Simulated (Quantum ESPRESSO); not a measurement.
## HfO2 (Fm-3m): phonons against volume

Aim: how the vibrations of HfO2 shift with volume, and the expansion that follows.

Main program and level: Quantum ESPRESSO 7.5; DFT PBEsol, scalar-relativistic, plane waves, GBRV ultrasoft pseudopotentials.

## 1. The starting structure

The structure is cubic, space group Fm-3m (No. 225). Conventional cell: a = 5.115 Å, b = 5.115 Å, c = 5.115 Å, α = 90.00°, β = 90.00°, γ = 90.00°. Hf has 8 O at 2.21 Å nearest. O has 4 Hf at 2.21 Å nearest. Farther neighbours and most contacts between anions are not listed.

## 2. A first coarse run

A cheap single point shows whether the cell is a metal or an insulator and how far it is from rest; that sets the k-mesh and the occupations of what follows.

probe.in

```
&control
   calculation = 'scf'
   prefix = 'x'
   outdir = './tmp'
   pseudo_dir = './pseudo'
   tprnfor = .true.
   tstress = .true.
   verbosity = 'high'
/
&system
   ibrav = 0
   nat = 3
   ntyp = 2
   ecutwfc = 45.0
   ecutrho = 270.0
   occupations = 'smearing'
   smearing = 'gaussian'
   degauss = 0.01
/
&electrons
   conv_thr = 1.0d-07
   mixing_beta = 0.7
   electron_maxstep = 100
/
ATOMIC_SPECIES
 Hf    178.4900  Hf.upf
 O      15.9990  O.upf
CELL_PARAMETERS angstrom
     0.000000000    2.557500000    2.557500000
     2.557500000    0.000000000    2.557500000
     2.557500000    2.557500000    0.000000000
ATOMIC_POSITIONS crystal
 Hf     0.000000000   0.000000000   0.000000000
 O      0.250000000   0.250000000   0.250000000
 O      0.750000000   0.750000000   0.750000000
K_POINTS automatic
 6 6 6 0 0 0
```

Launch:

```sh
$ OMP_NUM_THREADS=1 mpirun -n 8 pw.x -nk 8 -in probe.in > probe.out
```

The log of the run:

```text
Program PWSCF v.7.5

     This program is part of the open-source Quantum ESPRESSO suite
     for quantum simulation of materials; please cite
         "P. Giannozzi et al., J. Phys.:Condens. Matter 21 395502 (2009);
         "P. Giannozzi et al., J. Phys.:Condens. Matter 29 465901 (2017);
         "P. Giannozzi et al., J. Chem. Phys. 152 154105 (2020);
     in publications or presentations arising from this work. More details at

     Message from routine setup:
     using ibrav=0 with symmetry is DISCOURAGED, use correct ibrav instead

     G-vector sticks info
     --------------------
     sticks:   dense  smooth     PW     G-vecs:    dense   smooth      PW
     Sum         859     583    187                16865     9257    1639

     Using Slab Decomposition

     bravais-lattice index     =            0
     lattice parameter (alat)  =       6.8349  a.u.
     unit-cell volume          =     225.7738 (a.u.)^3
     number of atoms/cell      =            3
     number of atomic types    =            2
     number of electrons       =        24.00
     number of Kohn-Sham states=           16
     kinetic-energy cutoff     =      45.0000  Ry
     charge density cutoff     =     270.0000  Ry
     scf convergence threshold =      1.0E-07
     mixing beta               =       0.7000
     number of iterations used =            8  plain     mixing
     Exchange-correlation= SLA  PW   PSX  PSC
                           (   1   4  10   8   0   0   0)

     celldm(1)=   6.834858  celldm(2)=   0.000000  celldm(3)=   0.000000
     celldm(4)=   0.000000  celldm(5)=   0.000000  celldm(6)=   0.000000

     crystal axes: (cart. coord. in units of alat)
               a(1) = (   0.000000   0.707107   0.707107 )
               a(2) = (   0.707107   0.000000   0.707107 )
               a(3) = (   0.707107   0.707107   0.000000 )

     reciprocal axes: (cart. coord. in units 2 pi/alat)
               b(1) = ( -0.707107  0.707107  0.707107 )
               b(2) = (  0.707107 -0.707107  0.707107 )
               b(3) = (  0.707107  0.707107 -0.707107 )

     PseudoPot. # 1 for Hf read from file:
     ./pseudo/Hf.upf
     Pseudo is Ultrasoft + core correction, Zval = 12.0
     Using radial grid of  921 points,  8 beta functions with:
                l(1) =   0
                l(2) =   0
                l(3) =   0
                l(4) =   1
                l(5) =   1
                l(6) =   2
                l(7) =   2
                l(8) =   3
     Q(r) pseudized with  6 coefficients,  rinner =    1.200   1.200   1.200
                                                       1.200   1.200   1.200
                                                       1.200

     PseudoPot. # 2 for O  read from file:
     ./pseudo/O.upf
     Pseudo is Ultrasoft + core correction, Zval =  6.0
     Using radial grid of  737 points,  5 beta functions with:
                l(1) =   0
                l(2) =   0
                l(3) =   1
                l(4) =   1
                l(5) =   2
     Q(r) pseudized with  8 coefficients,  rinner =    0.900   0.900   0.900
                                                       0.900   0.900

     atomic species   valence    mass     pseudopotential
     Hf               12.00   178.49000     Hf( 1.00)
     O                 6.00    15.99900     O ( 1.00)

     48 Sym. Ops., with inversion, found

                                    s                        frac. trans.

      isym =  1     identity

 cryst.   s( 1) = (     1          0          0      )
                  (     0          1          0      )
                  (     0          0          1      )

 cart.    s( 1) = (  1.0000000 -0.0000000  0.0000000 )
                  ( -0.0000000  1.0000000  0.0000000 )
                  ( -0.0000000  0.0000000  1.0000000 )

      isym =  2     180 deg rotation - cart. axis [0,0,1]

 cryst.   s( 2) = (     0          1         -1      )
                  (     1          0         -1      )
                  (     0          0         -1      )

 cart.    s( 2) = ( -1.0000000  0.0000000  0.0000000 )
                  (  0.0000000 -1.0000000  0.0000000 )
                  (  0.0000000 -0.0000000  1.0000000 )

      isym =  3     180 deg rotation - cart. axis [0,1,0]

 cryst.   s( 3) = (     0         -1          1      )
                  (     0         -1          0      )
                  (     1         -1          0      )

 cart.    s( 3) = ( -1.0000000 -0.0000000 -0.0000000 )
                  (  0.0000000  1.0000000 -0.0000000 )
                  (  0.0000000  0.0000000 -1.0000000 )

      isym =  4     180 deg rotation - cart. axis [1,0,0]

 cryst.   s( 4) = (    -1          0          0      )
                  (    -1          0          1      )
                  (    -1          1          0      )

 cart.    s( 4) = (  1.0000000  0.0000000 -0.0000000 )
                  ( -0.0000000 -1.0000000 -0.0000000 )
                  ( -0.0000000 -0.0000000 -1.0000000 )

      isym =  5     180 deg rotation - cart. axis [1,1,0]

 cryst.   s( 5) = (    -1          0          1      )
[...]
cart.    s( 5) = ( -0.0000000  1.0000000 -0.0000000 )
[...]
isym =  6     180 deg rotation - cart. axis [1,-1,0]

 cryst.   s( 6) = (     0         -1          0      )
[...]
cart.    s( 6) = (  0.0000000 -1.0000000 -0.0000000 )
[...]
isym =  7      90 deg rotation - cart. axis [0,0,-1]

 cryst.   s( 7) = (     0          1          0      )
[...]
cart.    s( 7) = (  0.0000000  1.0000000  0.0000000 )
[...]
isym =  8      90 deg rotation - cart. axis [0,0,1]

 cryst.   s( 8) = (     1          0         -1      )
[...]
cart.    s( 8) = ( -0.0000000 -1.0000000  0.0000000 )
[...]
isym =  9     180 deg rotation - cart. axis [1,0,1]

 cryst.   s( 9) = (    -1          1          0      )
[...]
cart.    s( 9) = (  0.0000000  0.0000000  1.0000000 )
[...]
isym = 10     180 deg rotation - cart. axis [-1,0,1]

 cryst.   s(10) = (     0          0         -1      )
[...]
cart.    s(10) = ( -0.0000000  0.0000000 -1.0000000 )
[...]
isym = 11      90 deg rotation - cart. axis [0,1,0]

 cryst.   s(11) = (     0          0          1      )
[...]
cart.    s(11) = ( -0.0000000 -0.0000000  1.0000000 )
[...]
isym = 12      90 deg rotation - cart. axis [0,-1,0]

[...]
1.0000   1.0000   1.0000   1.0000   0.0000   0.0000   0.0000   0.0000

          k =-0.3536-0.3536 0.3536 (  1158 PWs)   bands (ev):

   -49.2676 -18.1703 -17.8218 -17.8218  -5.3980  -4.3658   7.6501   7.6501
     8.8252   9.1569  10.0487  10.0487  16.3464  16.3464  18.6360  20.6161

     occupation numbers
     1.0000   1.0000   1.0000   1.0000   1.0000   1.0000   1.0000   1.0000
     1.0000   1.0000   1.0000   1.0000   0.0000   0.0000   0.0000   0.0000

          k = 0.2357 0.0000-0.0000 (  1162 PWs)   bands (ev):

[...]
occupation numbers
[...]
k = 0.3536 0.1179-0.1179 (  1151 PWs)   bands (ev):

[...]
occupation numbers
[...]
k =-0.2357-0.4714 0.4714 (  1153 PWs)   bands (ev):

[...]
occupation numbers
[...]
k =-0.1179-0.3536 0.3536 (  1144 PWs)   bands (ev):

[...]
occupation numbers
[...]
k = 0.0000-0.2357 0.2357 (  1147 PWs)   bands (ev):

[...]
occupation numbers
[...]
k = 0.4714 0.0000-0.0000 (  1150 PWs)   bands (ev):

[...]
occupation numbers
[...]
k =-0.1179-0.5893 0.5893 (  1149 PWs)   bands (ev):

[...]
occupation numbers
[...]
k =-0.0000-0.4714 0.4714 (  1141 PWs)   bands (ev):

[...]
occupation numbers
[...]
k =-0.7071 0.0000 0.0000 (  1162 PWs)   bands (ev):

[...]
occupation numbers
[...]
k =-0.2357-0.4714 0.7071 (  1151 PWs)   bands (ev):

[...]
occupation numbers
[...]
k =-0.1179-0.3536 0.5893 (  1152 PWs)   bands (ev):

   -49.2646 -18.0839 -17.9894 -17.8653  -4.8884  -4.6278   6.9658   7.0167
     8.7922   9.5028  10.6556  11.1048  16.3895  16.8287  18.6957  19.2698

     occupation numbers
     1.0000   1.0000   1.0000   1.0000   1.0000   1.0000   1.0000   1.0000
     1.0000   1.0000   1.0000   1.0000   0.0000   0.0000   0.0000   0.0000

          k =-0.7071 0.2357 0.0000 (  1154 PWs)   bands (ev):

   -49.2635 -18.1184 -17.9672 -17.8909  -4.8013  -4.6259   6.0707   7.5170
     8.8712   9.8384  10.4709  11.7222  16.1821  17.0644  18.4653  19.1367

     occupation numbers
     1.0000   1.0000   1.0000   1.0000   1.0000   1.0000   1.0000   1.0000
     1.0000   1.0000   1.0000   1.0000   0.0000   0.0000   0.0000   0.0000

     the Fermi energy is    14.1203 ev

!    total energy              =    -223.47684374 Ry
     estimated scf accuracy    <          6.0E-10 Ry
     smearing contrib. (-TS)   =      -0.00000000 Ry
     internal energy E=F+TS    =    -223.47684374 Ry

     The total energy is F=E-TS. E is the sum of the following terms:
     one-electron contribution =     -27.06555734 Ry
     hartree contribution      =      27.86550158 Ry
     xc contribution           =     -89.81006175 Ry
     ewald contribution        =    -134.46672623 Ry

     convergence has been achieved in   9 iterations

     negative rho (up, down):  1.170E-01 0.000E+00

     Forces acting on atoms (cartesian axes, Ry/au):

     atom    1 type  1   force =     0.00000000    0.00000000    0.00000000
     atom    2 type  2   force =    -0.00000000    0.00000000    0.00000000
     atom    3 type  2   force =     0.00000000   -0.00000000   -0.00000000
     The non-local contrib.  to forces
     atom    1 type  1   force =    -0.00000000   -0.00000000    0.00000000
     atom    2 type  2   force =    -0.00000000    0.00000000    0.00000000
     atom    3 type  2   force =     0.00000000   -0.00000000   -0.00000000
     The ionic contribution  to forces
     atom    1 type  1   force =    -0.00000000   -0.00000000   -0.00000000
     atom    2 type  2   force =    -0.00000000   -0.00000000   -0.00000000
     atom    3 type  2   force =     0.00000000    0.00000000   -0.00000000
     The local contribution  to forces
     atom    1 type  1   force =     0.00000000    0.00000000    0.00000000
     atom    2 type  2   force =     0.00000000    0.00000000    0.00000000
     atom    3 type  2   force =     0.00000000    0.00000000    0.00000000
     The core correction contribution to forces
     atom    1 type  1   force =     0.00000000   -0.00000000    0.00000000
     atom    2 type  2   force =     0.00000000   -0.00000000   -0.00000000
     atom    3 type  2   force =    -0.00000000   -0.00000000    0.00000000
     The Hubbard contrib.    to forces
     atom    1 type  1   force =     0.00000000    0.00000000    0.00000000
     atom    2 type  2   force =     0.00000000    0.00000000    0.00000000
     atom    3 type  2   force =     0.00000000    0.00000000    0.00000000
     The SCF correction term to forces
     atom    1 type  1   force =     0.00000000    0.00000000    0.00000000
     atom    2 type  2   force =     0.00000000   -0.00000000   -0.00000000
     atom    3 type  2   force =     0.00000000   -0.00000000   -0.00000000

     Total force =     0.000000     Total SCF correction =     0.000000

     Computing stress (Cartesian axis) and pressure

     negative rho (up, down):  1.170E-01 0.000E+00
          total   stress  (Ry/bohr**3)                   (kbar)     P=     -123.45
  -0.00083917  -0.00000000  -0.00000000         -123.45       -0.00       -0.00
  -0.00000000  -0.00083917  -0.00000000           -0.00     -123.45       -0.00
  -0.00000000  -0.00000000  -0.00083917           -0.00       -0.00     -123.45

     kinetic stress (kbar)  28027.77      0.00     -0.00
                                0.00  28027.77     -0.00
                               -0.00     -0.00  28027.77

     local   stress (kbar)  11056.32     -0.00      0.00
                               -0.00  11056.32     -0.00
                                0.00     -0.00  11056.32

     nonloc. stress (kbar)  -7963.25      0.00      0.00
                               -0.00  -7963.25      0.00
                                0.00     -0.00  -7963.25

     hartree stress (kbar)   6052.01      0.00      0.00
                                0.00   6052.01      0.00
                                0.00      0.00   6052.01

     exc-cor stress (kbar)  33961.28      0.00     -0.00
                                0.00  33961.28     -0.00
                               -0.00     -0.00  33961.28

     corecor stress (kbar) -42053.21     -0.00     -0.00
                               -0.00 -42053.21      0.00
                               -0.00      0.00 -42053.21

     ewald   stress (kbar) -29204.36      0.00      0.00
                                0.00 -29204.36      0.00
                                0.00      0.00 -29204.36

     hubbard stress (kbar)      0.00      0.00      0.00
                                0.00      0.00      0.00
[...]
DFT-D   stress (kbar)      0.00      0.00      0.00
[...]
XDM     stress (kbar)      0.00      0.00      0.00
[...]
dft-nl  stress (kbar)      0.00      0.00      0.00
                                0.00      0.00      0.00
                                0.00      0.00      0.00

     TS-vdW  stress (kbar)      0.00      0.00      0.00
                                0.00      0.00      0.00
                                0.00      0.00      0.00

     MDB     stress (kbar)      0.00      0.00      0.00
                                0.00      0.00      0.00
                                0.00      0.00      0.00

     3D-RISM stress (kbar)      0.00      0.00      0.00
                                0.00      0.00      0.00
                                0.00      0.00      0.00

     Writing all to output data dir ./tmp/x.save/ :
     XML data file, charge density, pseudopotentials, collected wavefunctions

   JOB DONE.
```

Wall time 2.1 s (8 MPI ranks of Arm Neoverse V2, shared host).

A gap read on the k-mesh alone can miss the band edges.

This step gave:

```
volume per atom   : 11.15 Å³
pressure          : -12.35 GPa
gap on the k-mesh : 3.643 eV
```

The start is under -12 GPa at this level and looks like an insulator or semiconductor on this mesh.

[end of part 1 of 8]

[Logs are printed without paths, hosts, clocks, repeated set-up lines and the standing remarks that a program may print on its own settings, such as how far it seeks lower states.]

[Hosts, paths, dates, database ids (printed as entryN), source tags and the programs' standing remarks are cut or masked in the printed files.]

[A step with changed settings may run another functional than the one named; its input shows which.]

[Of the runs on displaced cells, only some may be shown.]
